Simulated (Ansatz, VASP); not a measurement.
# PtS2: VASP beside Ansatz

```
CELL_PARAMETERS angstrom
3.61269 0.00000 0.00000
-1.80635 3.12868 0.00000
0.00000 0.00000 5.13763
ATOMIC_POSITIONS crystal
Pt 0.00000 0.00000 0.00000
S 0.66667 0.33333 0.77300
S 0.33333 0.66667 0.22700
```

Change from the starting cell: volume scaled by 1.06.

Alike in both runs: task single point; functional PBEsol; k mesh 9 × 9 × 5; occupations fermi-dirac, width 0.05 eV; no spin polarisation.

|  | VASP | Ansatz |
| --- | --- | --- |
| version | VASP 6.6.1 | Ansatz 0.2.0 |
| potentials or method | VASP PAW PBE potentials, release 64 (Pt, S), cutoff 520 eV | all-electron LAPW, scalar-relativistic |

Ansatz gave:

| Quantity | Value |
| --- | --- |
| gap on the k mesh at the Fermi level (eV) | 0.90 |
| least direct gap on the mesh (eV) | 0.94 |
| pressure (GPa) | -2.2 |
| largest component of the traceless stress (GPa) | 2.10 |
| rms of the force components (eV/Å) | 0.059 |

**Question.** What did VASP give for the same quantities?

**Answer.** gap on the k mesh at the Fermi level (eV): 0.90; least direct gap on the mesh (eV): 0.94; pressure (GPa): -2.5; largest component of the traceless stress (GPa): 2.22; rms of the force components (eV/Å): 0.051.

Atom by atom the forces differ by 0.008 eV/Å (rms over components). Ansatz ran all-electron here, so the differences hold the error of VASP's frozen core and of both bases.

Caveats: spin-orbit coupling is left out, which moves the levels of the heavy elements; an odd mesh through Γ misses points on the zone boundary, where band edges often lie; the PAW data sets were made with another functional, which shifts forces and pressure a little (VASP).
